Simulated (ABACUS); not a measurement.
A run of ABACUS 3.10.1:

File INPUT:

```
INPUT_PARAMETERS
suffix              RbBr
calculation         nscf
basis_type          pw
pseudo_dir          ./
symmetry            -1
dft_functional      pbesol
ecutwfc             60.0
pseudo_rcut         7
nspin               1
nbands              18
ks_solver           dav
smearing_method     fd
smearing_sigma      0.00367493
scf_thr             1e-08
scf_nmax            100
mixing_type         broyden
mixing_beta         0.7
init_chg            file
pw_diag_thr         1e-07
out_band            1
kpar                4
```

The input STRU:

```
ATOMIC_SPECIES
Rb 85.4678 37_Rb_9_2.8_3.3_pbe_n_v1.0.upf
Br 79.9040 35_Br_7_2.1_2.2_pbe_n_v1.0.upf

LATTICE_CONSTANT
9.1585763302

LATTICE_VECTORS
0.0000000000 0.7071067812 0.7071067812
0.7071067812 0.0000000000 0.7071067812
0.7071067812 0.7071067812 0.0000000000

ATOMIC_POSITIONS
Cartesian

Rb
0.0
1
0.0000000000 0.0000000000 0.0000000000 1 1 1

Br
0.0
1
0.7071067812 0.7071067812 0.7071067812 1 1 1
```

File KPT:

```
K_POINTS
12
Line
0.00000000 0.00000000 0.00000000 10 // G
0.50000000 0.00000000 0.50000000 10 // X
0.50000000 0.25000000 0.75000000 10 // W
0.37500000 0.37500000 0.75000000 10 // K
0.00000000 0.00000000 0.00000000 10 // G
0.50000000 0.50000000 0.50000000 10 // L
0.62500000 0.25000000 0.62500000 10 // U
0.50000000 0.25000000 0.75000000 10 // W
0.50000000 0.50000000 0.50000000 10 // L
0.37500000 0.37500000 0.75000000 1 // K
0.62500000 0.25000000 0.62500000 10 // U
0.50000000 0.00000000 0.50000000 1 // X
```

Potentials or basis: SPMS ONCV 1.0 PBE, plane waves.

Launch:

```console
$ OMP_NUM_THREADS=1 mpirun -np 4 abacus > log
```

Hardware: 4 MPI ranks on Intel(R) Xeon(R) Platinum 8259CL CPU @ 2.50GHz (Skylake/Cascade Lake), on a shared host.

Estimate the wall time of this run.

Wall time 18 s on 4 MPI ranks on Intel(R) Xeon(R) Platinum 8259CL CPU @ 2.50GHz (Skylake/Cascade Lake), with other jobs on the host, peak memory 0.44 GiB a rank. Counts: scf iterations 1, k points 102, bands 18, ranks 4.
